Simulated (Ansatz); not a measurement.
## InSe: one atom moved along a line

The calculation used Ansatz, DFT PBEsol, scalar-relativistic, plane waves, PAW. Cutoff 420 eV, Γ-centred 12×12×12 k-points, Gaussian smearing of 0.03 eV. No spin polarisation. Energies are free energies at this smearing, counted from the undisturbed cell; pressure is positive in compression.

Zero of the scan (as given, not relaxed at this level; it stands at 0.2 GPa):

```
In Se
1.0
     2.00000    1.15470    8.31667
    -2.00000    1.15470    8.31667
     0.00000   -2.30940    8.31667
In Se
2 2
Cartesian
  0.0000 0.0000 0.0000
  0.0000 0.0000 2.7994
  0.0000 0.0000 15.3567
  0.0000 0.0000 20.7085
```

The cell holds layers and no dispersion correction was added, so their binding is poorly described.

Atom 4 (Se) is moved by x along the Cartesian unit vector (-0.758, -0.438, -0.484); the cell and all other atoms stay fixed.

| x (Å) | ΔE (meV/cell) | force along x on the moved atoms (eV/Å) | pressure (GPa) | gap on the mesh (eV) |
| --- | --- | --- | --- | --- |
| -0.1000 | 24.5 | 0.46 | -0.2 | 0.32 |
| -0.0750 | 14.2 | 0.36 | -0.1 | 0.32 |
| -0.0500 | 6.4 | 0.25 | 0.0 | 0.31 |
| -0.0250 | 1.6 | 0.13 | 0.1 | 0.30 |
| 0.0000 | 0.0 | 0.00 | 0.2 | 0.30 |
| 0.0250 | 2.0 | -0.15 | 0.4 | 0.29 |
| 0.0500 | 7.9 | -0.32 | 0.5 | 0.28 |
| 0.0750 | 18.1 | -0.50 | 0.7 | 0.27 |
| 0.0875 | 25.0 | -0.60 | 0.8 | 0.27 |
| 0.1000 | 33.2 | -0.70 | 0.8 | 0.26 |